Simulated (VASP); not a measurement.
# C (Fd-3m) in VASP: notebook, part 3 of 3

VASP 6.6.1. The steps go on from the part before.

## (5) Relaxation of cell and atoms, RPBE

The input, INCAR:

```
PREC = Accurate ; ENCUT = 600
EDIFF = 1E-7 ; ISMEAR = -1
SIGMA = 0.05 ; LREAL = F
LASPH = T ; NELM = 100
ALGO = Normal ; ISIF = 3
LWAVE = F ; LCHARG = F
GGA = RP ; IBRION = 2
NSW = 40 ; EDIFFG = -0.01
```

The input, KPOINTS:

```
regular mesh
0
Gamma
  13 13 13
```

The input, POSCAR:

```
C
1.0
    0.0000000000      1.7833700000      1.7833700000
    1.7833700000      0.0000000000      1.7833700000
    1.7833700000      1.7833700000      0.0000000000
C
2
Direct
    0.7500000000      0.7500000000      0.7500000000
    0.5000000000      0.5000000000      0.5000000000
```

Potentials or basis: VASP PAW PBE potentials, release 64 (C).

Launch:

```console
cat potpaw_PBE.64/C/POTCAR > POTCAR
mpirun -np 1 vasp_std > vasp.out
```

OUTCAR:

```text
PREC = Accurate
   ENCUT = 600
   EDIFF = 1E-7
   ISMEAR = -1
   LREAL = F
   LASPH = T
   NELM = 100
   ISIF = 3
   GGA = RP
   IBRION = 2
   NSW = 40
   EDIFFG = -0.01

 ion  position               nearest neighbor table
   1  0.750  0.750  0.750-   2 1.54   2 1.54   2 1.54   2 1.54
   2  0.500  0.500  0.500-   1 1.54   1 1.54   1 1.54   1 1.54

  LATTYP: Found a face centered cubic cell.
 ALAT       =     3.5667400000

  Lattice vectors:

 A1 = (   0.0000000000,   1.7833700000,   1.7833700000)
 A2 = (   1.7833700000,   0.0000000000,   1.7833700000)
 A3 = (   1.7833700000,   1.7833700000,   0.0000000000)

Analysis of symmetry for initial positions (statically):
=====================================================================
 Subroutine PRICEL returns:
 Original cell was already a primitive cell.

 Routine SETGRP: Setting up the symmetry group for a
 face centered cubic supercell.

 Subroutine GETGRP returns: Found 48 space group operations
 (whereof 24 operations were pure point group operations)
 out of a pool of 48 trial point group operations.

The static configuration has the point symmetry T_d .
 The point group associated with its full space group is O_h .

Analysis of symmetry for dynamics (positions and initial velocities):
=====================================================================
 Subroutine PRICEL returns:
 Original cell was already a primitive cell.

 Routine SETGRP: Setting up the symmetry group for a
 face centered cubic supercell.

 Subroutine GETGRP returns: Found 48 space group operations
 (whereof 24 operations were pure point group operations)
 out of a pool of 48 trial point group operations.

The dynamic configuration has the point symmetry T_d .
 The point group associated with its full space group is O_h .

 Subroutine INISYM returns: Found 48 space group operations
 (whereof 24 operations are pure point group operations),
 and found     1 'primitive' translations

----------------------------------------------------------------------------------------
[... 158 lines left out ...]

 number of electron       7.9999999 magnetization

 Free energy of the ion-electron system (eV)
  ---------------------------------------------------
  ext. energy  EPLUGINS =         0.00000000
  ---------------------------------------------------
  free energy    TOTEN  =       -17.23454503 eV

  energy without entropy =      -17.23454503  energy(sigma->0) =      -17.23454503

------------------------ aborting loop because EDIFF is reached ----------------------------------------

  FORCE on cell =-STRESS in cart. coord.  units (eV):
  Direction    XX          YY          ZZ          XY          YZ          ZX
  --------------------------------------------------------------------------------------
  -------------------------------------------------------------------------------------
  Total        0.5482057      0.5482057      0.5482057      0.0000000      0.0000000      0.0000000
  in kB       77.4283068     77.4283068     77.4283068      0.0000000      0.0000000      0.0000000
  external PRESSURE =      77.4283068 kB  Pullay stress =       0.0000000 kB
[... 59 lines left out ...]
--------------------------------------- Ionic step        3  -------------------------------------------

 number of electron       8.0000000 magnetization

 Free energy of the ion-electron system (eV)
  ---------------------------------------------------
  ext. energy  EPLUGINS =         0.00000000
  ---------------------------------------------------
  free energy    TOTEN  =       -17.23941923 eV

  energy without entropy =      -17.23941923  energy(sigma->0) =      -17.23941923

 E-fermi :  10.4986     XC(G=0): -13.0743

 val. band max:        9.5910249966   @ k =   0.0000   0.0000   0.0000
 cond. band min:      13.6916261269   @ k =   0.3846   0.3846   0.0000
 fundamental gap:      4.1006011303
 Fermi energy:        10.4985703416

 k-point     1 :       0.0000    0.0000    0.0000
  band No.  band energies     occupation
      1     -11.7223      2.00000
      2       9.5910      2.00000
      3       9.5910      2.00000
      4       9.5910      2.00000
      5      15.1357      0.00000
      6      15.1357      0.00000
      7      15.1357      0.00000
      8      22.4552      0.00000
[... 419 lines left out ...]
 k-point    40 :       0.4615    0.3077    0.0000
  band No.  band energies     occupation
      1      -6.1092      2.00000
      2       0.2212      2.00000
      3       2.7107      2.00000
      4       4.1909      2.00000
      5      14.7905      0.00000
      6      17.9544      0.00000
      7      23.7950      0.00000
      8      23.9869      0.00000

 [... further k-points ...]

------------------------ aborting loop because EDIFF is reached ----------------------------------------

  FORCE on cell =-STRESS in cart. coord.  units (eV):
  Direction    XX          YY          ZZ          XY          YZ          ZX
  --------------------------------------------------------------------------------------
  -------------------------------------------------------------------------------------
  Total       -0.0017362     -0.0017362     -0.0017362     -0.0000000     -0.0000000      0.0000000
  in kB       -0.2408465     -0.2408465     -0.2408465     -0.0000000     -0.0000000      0.0000000
  external PRESSURE =      -0.2408465 kB  Pullay stress =       0.0000000 kB
[... 17 lines left out ...]
  FREE ENERGIE OF THE ION-ELECTRON SYSTEM (eV)
  ---------------------------------------------------
  free  energy   TOTEN  =       -17.2394192334 eV

  energy  without entropy=      -17.2394192334  energy(sigma->0) =      -17.23941923

 reached required accuracy - stopping structural energy minimisation
```

CONTCAR:

```text
C
   1.00000000000000
     0.0000000000000000    1.7940829848417008    1.7940829848417008
     1.7940829848417008    0.0000000000000000    1.7940829848417008
     1.7940829848417008    1.7940829848417008    0.0000000000000000
  C
     2
Direct
     0.7500000000000000    0.7500000000000000    0.7500000000000000
     0.5000000000000000    0.5000000000000000    0.5000000000000000

  0.00000000E+00  0.00000000E+00  0.00000000E+00
  0.00000000E+00  0.00000000E+00  0.00000000E+00
```

It took 20 s on 1 thread of Intel Xeon Platinum 8375C at 2.90GHz (Ice Lake), shared host; peak memory 0.12 GiB.

Results:

```yaml
Free_energy: -17.2394 eV
Relaxed_volume: 5.77 Å³/atom
Relaxed_cell: a = 2.537 Å, b = 2.537 Å, c = 2.537 Å, α = 60.00°, β = 60.00°, γ = 60.00°
Space_group_after_relaxing_to_0.05_Å: Fd-3m (No. 227)
Energy_gained_by_relaxing: 2.4 meV/atom
Ionic_steps: 3
Pressure_after_relaxing: 0.0 GPa
Band_gap_on_the_k_mesh: 4.10 eV, indirect (least direct gap 5.54 eV)
```

Step by step:
```
step  energy change (eV)  largest force (eV/Å)  pressure (GPa)  volume (Å³)
   1              0.0000                0.0000            7.74        11.34
   2              0.0020                0.0000           -8.63        11.80
   3             -0.0049                0.0000           -0.02        11.55
```

Final structure:
```
C
1.0
     0.00000    1.79408    1.79408
     1.79408    0.00000    1.79408
     1.79408    1.79408    0.00000
C
2
Direct
  0.75000 0.75000 0.75000
  0.50000 0.50000 0.50000
```

Caveat: the PAW data sets were made with another functional, which shifts forces and pressure a little; an odd mesh through Γ misses points on the zone boundary, where band edges often lie.

## (6) Relaxation of cell and atoms, PBEsol0

POSCAR is that of step 5.

The input, INCAR.step1:

```
SYSTEM = C
ALGO = Normal
EDIFF = 1E-5
ENCUT = 600
GGA = PE
ISMEAR = -1
LASPH = .True.
LCHARG = .False.
LREAL = .False.
LWAVE = .True.
NELM = 100
PREC = Accurate
SIGMA = 0.05
```

The input, INCAR.step2:

```
SYSTEM = C
AEXX = 0.25
ALGO = Normal
EDIFF = 1E-6
EDIFFG = -0.02
ENCUT = 600
GGA = PS
IBRION = 2
ISIF = 3
ISMEAR = -1
ISTART = 1
LASPH = .True.
LCHARG = .False.
LHFCALC = .True.
LREAL = .False.
LWAVE = .False.
NELM = 100
NSW = 60
PREC = Accurate
PRECFOCK = Fast
SIGMA = 0.05
```

The input, KPOINTS:

```
k-points
0
Gamma
  7 7 7
  0 0 0
```

Potentials or basis: VASP PAW PBE potentials, release 64 (C).

Launch:

```console
cat potpaw_PBE.64/C/POTCAR > POTCAR
cp INCAR.step1 INCAR
mpirun -np 1 vasp_std > vasp.out
cp INCAR.step2 INCAR
mpirun -np 1 vasp_std > vasp.out
```

Run time: 3.9 min. Hardware: 1 thread of Intel Xeon Platinum 8488C (Sapphire Rapids), shared host; peak memory 0.12 GiB.

It converged, with:

| Item | Value |
| --- | --- |
| Free energy | -22.9033 eV |
| Relaxed volume | 5.52 Å³/atom |
| Relaxed cell | a = 2.500 Å, b = 2.500 Å, c = 2.500 Å, α = 60.00°, β = 60.00°, γ = 60.00° |
| Space group after relaxing (to 0.05 Å) | Fd-3m (No. 227) |
| Energy gained by relaxing | 5.9 meV/atom |
| Ionic steps | 3 |
| Pressure after relaxing | -0.1 GPa |
| Band gap on the k mesh | 6.15 eV, indirect (least direct gap 7.77 eV) |

The path:
| step | energy change (eV) | largest force (eV/Å) | pressure (GPa) | volume (Å³) |
| --- | --- | --- | --- | --- |
| 1 | 0.0000 | 0.0000 | -12.36 | 11.34 |
| 2 | 0.0114 | 0.0000 | 19.06 | 10.64 |
| 3 | -0.0119 | 0.0000 | -0.10 | 11.05 |

Final structure:
```xyz
2
Lattice="0.0000 1.7676 1.7676 1.7676 0.0000 1.7676 1.7676 1.7676 0.0000" Properties=species:S:1:pos:R:3 pbc="T T T"
C     2.6514    2.6514    2.6514
C     1.7676    1.7676    1.7676
```

Levels at points of the mesh, in eV from the valence-band top:
```
           k point  band 1  band 2  band 3  band 4  band 5  band 6  band 7  band 8
(0.00, 0.00, 0.00)  -23.97    0.00    0.00    0.00    7.77    7.77    7.77   16.73
```

Caveat: the k mesh is coarse (spacing up to 0.44 Å⁻¹), so the values aren't converged, least of all with exact exchange; the PAW data sets were made with another functional, which shifts forces and pressure a little; an odd mesh through Γ misses points on the zone boundary, where band edges often lie.

## (7) The runs side by side

| level | potentials or basis | k mesh | grid for exact exchange (PRECFOCK) | exchange at q = 0 | mesh quality | gap on the mesh (eV) | pressure (GPa) | relaxed volume (Å³/atom) |
| --- | --- | --- | --- | --- | --- | --- | --- | --- |
| PBE | VASP PAW PBE potentials, release 64 (C) | 13 × 13 × 13 | - | - | not flagged | 4.13 | 0.0 | 5.69 |
| LDA | VASP PAW LDA potentials, release 64 (C) | 13 × 13 × 13 | - | - | not flagged | 4.17 | -0.1 | 5.52 |
| PBEsol | VASP PAW PBE potentials, release 64 (C) | 13 × 13 × 13 | - | - | not flagged | 4.03 | 0.0 | 5.62 |
| RPBE | VASP PAW PBE potentials, release 64 (C) | 13 × 13 × 13 | - | - | not flagged | 4.10 | 0.0 | 5.77 |
| PBEsol0 | VASP PAW PBE potentials, release 64 (C) | 7 × 7 × 7 | Fast | default | coarse | 6.15 | -0.1 | 5.52 |

Alike in all rows: task relaxation of cell and atoms; no spin polarisation; cell relaxed; cutoff (eV) 600; smearing fermi-dirac 0.05 eV.

Caveats: some runs use coarse meshes; an odd mesh through Γ misses points on the zone boundary, where band edges often lie; the PAW data sets were made with another functional, which shifts forces and pressure a little (some runs).

Total energies depend on the potentials used, so only differences within one code and one set of settings carry meaning.

## (8) How close it comes

Step 2. The cell as given is a measured one (5.67 Å³/atom); PBE puts the equilibrium volume +0.4 % from it, thermal expansion not counted.

Step 3. The cell as given is a measured one (5.67 Å³/atom); LDA puts the equilibrium volume -2.7 % from it, thermal expansion not counted.

Step 4. The cell as given is a measured one (5.67 Å³/atom); PBEsol puts the equilibrium volume -1.0 % from it, thermal expansion not counted.

Step 5. The cell as given is a measured one (5.67 Å³/atom); RPBE puts the equilibrium volume +1.8 % from it, thermal expansion not counted.
